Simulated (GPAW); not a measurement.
Runs of GPAW 26.7.0 on Se. It takes space group P3_121 (No. 152, trigonal). The conventional cell has a = 4.366 Å, b = 4.366 Å, c = 4.954 Å, α = 90.00°, β = 90.00°, γ = 120.00°. Se (site symmetry 2) is surrounded by 2 Se at 2.37 Å. 

```tsv
task	level	potentials or basis	cell	k mesh	cutoff (eV)	smearing	maxiter	response ecut	frequency	extrapolate	qp bands	mesh quality	gap on the mesh (eV)
single point	HF	GPAW PAW data sets (gpaw-data 1.2.1), pw	as given	3 × 3 × 3	450	fermi-dirac 0.05 eV	60	-	-	-	-	coarse	8.32
hybrid scf	r2SCAN-EpsX	GPAW PAW data sets (gpaw-data 1.2.1), pw	volume scaled by 1.08	3 × 3 × 3	400	fermi-dirac 0.001 eV	40	-	-	-	-	coarse	2.30
band structure	PBE	PAW data sets generated in the run's folder for this functional, pw	as given	5 × 5 × 4	600	fermi-dirac 0.05 eV	150	-	-	-	-	not flagged	1.24
dielectric tensor	PBE	GPAW PAW data sets (gpaw-data 1.2.1), pw	volume scaled by 1.08	6 × 6 × 4	400	fermi-dirac 0.001 eV	150	80 eV	-	-	-	not flagged	(a)
```

Alike in all rows: no spin polarisation.

Question: Fill in the values left out.

Answer: (a) 0.94.

Caveats: some runs use coarse meshes; an odd mesh through Γ misses points on the zone boundary, where band edges often lie (some runs); exact exchange converges slowly with the k mesh, and this mesh is small (some runs); the scaled meta-GGA exchange is a class typed in the script (some runs); the mesh misses the band edges, which the band path finds closer together (some runs); the long-wavelength limit can be off by a per cent or two (some runs).

A k mesh can miss the band edges, and the runs leave out spin-orbit coupling on Se.
